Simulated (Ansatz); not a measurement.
## C: relaxation of cell and atoms with BLYP+D3(BJ)

Crystal: C.

```xyz
12
Lattice="2.5221 0.0000 0.0000 -1.2611 2.1842 0.0000 0.0000 0.0000 12.3557" Properties=species:S:1:pos:R:3 pbc="T T T"
C     1.2611    0.7281    4.3760
C     0.0000    1.4561   10.5539
C     1.2611    0.7281    1.8018
C     0.0000    1.4561    7.9797
C     1.2611    0.7281    5.9205
C     0.0000    1.4561   12.0983
C     1.2611    0.7281    0.2574
C     0.0000    1.4561    6.4352
C     0.0000    0.0000   10.0390
C     0.0000    0.0000    3.8612
C     0.0000    0.0000    8.4945
C     0.0000    0.0000    2.3167
```

This is a hexagonal form of diamond, not graphite.

```
Program             : Ansatz 0.2.0
Task                : relaxation of cell and atoms
Functional          : BLYP
Dispersion          : D3(BJ)
Potentials or basis : Ansatz PAW
Cutoff              : 420 eV (not typed: the program's choice for these potentials)
k mesh              : 12 × 12 × 3
Occupations         : fermi-dirac, width 0.05 eV
Spin                : no spin polarisation
```

| Property | Result |
| --- | --- |
| Relaxed volume | 5.69 Å³/atom |
| Relaxed cell | a = 2.519 Å, b = 2.519 Å, c = 12.420 Å, α = 90.00°, β = 90.00°, γ = 120.00° |
| Space group after relaxing (to 0.05 Å) | P6_3/mmc (No. 194) |
| Energy gained by relaxing | 1.6 meV/atom |
| Ionic steps | 7 |
| Pressure after relaxing | 0.0 GPa |
| Band gap on the k mesh | 4.74 eV |

Step by step:
```
step  energy change (eV)  largest force (eV/Å)  volume (Å³)
   1              0.0000                0.3203        68.06
   2             -0.0131                0.3411        68.16
   3             -0.0166                0.1819        68.19
   4             -0.0176                0.0011        68.22
   5             -0.0192                0.0019        68.22
   6             -0.0192                0.0001        68.22
   7             -0.0192                0.0001        68.22
```

Final structure:
```
CELL_PARAMETERS angstrom
2.51850 0.00000 0.00000
-1.25925 2.18109 0.00000
0.00000 0.00000 12.42018
ATOMIC_POSITIONS crystal
C 0.66667 0.33333 0.35491
C 0.33333 0.66667 0.85491
C 0.66667 0.33333 0.14509
C 0.33333 0.66667 0.64509
C 0.66667 0.33333 0.47924
C 0.33333 0.66667 0.97924
C 0.66667 0.33333 0.02076
C 0.33333 0.66667 0.52076
C 0.00000 0.00000 0.81315
C 0.00000 0.00000 0.31315
C 0.00000 0.00000 0.68685
C 0.00000 0.00000 0.18685
```

It took 16 s on 4 threads of Intel(R) Xeon(R) Processor @ 2.70GHz, on a shared host, peak memory 0.45 GiB.

Caveat: odd divisions of the mesh miss points on the zone boundary, where band edges often lie, so the gap on the mesh can be too wide; the plane-wave basis is chosen anew once the cell has moved, so the energies of steps on either side of that aren't comparable; the pressure holds a Pulay correction of +1.2 GPa for the finite cutoff; the PAW data sets come from PBE, with cores solved anew for the run's functional, which leaves a small shift of forces and pressure. A k mesh can miss the band edges.
